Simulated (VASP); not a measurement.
A run of VASP 6.6.1:

Contents of INCAR:

```
SYSTEM = SiC
ALGO = Fast
EDIFF = 1E-6
EDIFFG = -0.01
ENCUT = 600
GGA = RP
IBRION = 2
ISIF = 3
ISMEAR = -1
IVDW = 11
LASPH = .TRUE.
LCHARG = .FALSE.
LREAL = .FALSE.
LWAVE = .FALSE.
NELM = 60
NSW = 60
PREC = Accurate
SIGMA = 0.05
```

KPOINTS

```
k-points
0
G
  10 10 3
  0 0 0
```

POSCAR

```
SiC
1.0
    3.0756941497      0.0000000000      0.0000000000
   -1.5378470748      2.6636292679      0.0000000000
    0.0000000000      0.0000000000     10.0706464800
Si C
4 4
Direct
    0.0000000000      0.0000000000      0.1878943800
    0.0000000000      0.0000000000      0.6878943800
    0.3333333333      0.6666666667      0.4378419800
    0.6666666667      0.3333333333      0.9378419800
    0.0000000000      0.0000000000      0.0004600500
    0.0000000000      0.0000000000      0.5004600500
    0.3333333333      0.6666666667      0.2498025900
    0.6666666667      0.3333333333      0.7498025900
```

Potentials or basis: VASP PAW PBE potentials, release 64 (Si, C).

The run is started by

```sh
$ cat potpaw_PBE.64/Si/POTCAR potpaw_PBE.64/C/POTCAR > POTCAR
$ mpirun -np 1 vasp_std > vasp.out
```

Hardware: 1 thread of Intel(R) Xeon(R) 6975P-C (Granite Rapids), on a shared host.

Question: How long does it take, and how much memory?

Answer: Wall time 83 s on 1 thread of Intel(R) Xeon(R) 6975P-C (Granite Rapids), with other jobs on the host, peak memory 0.28 GiB. Counts: scf iterations 32, k points 28, ion steps 3.
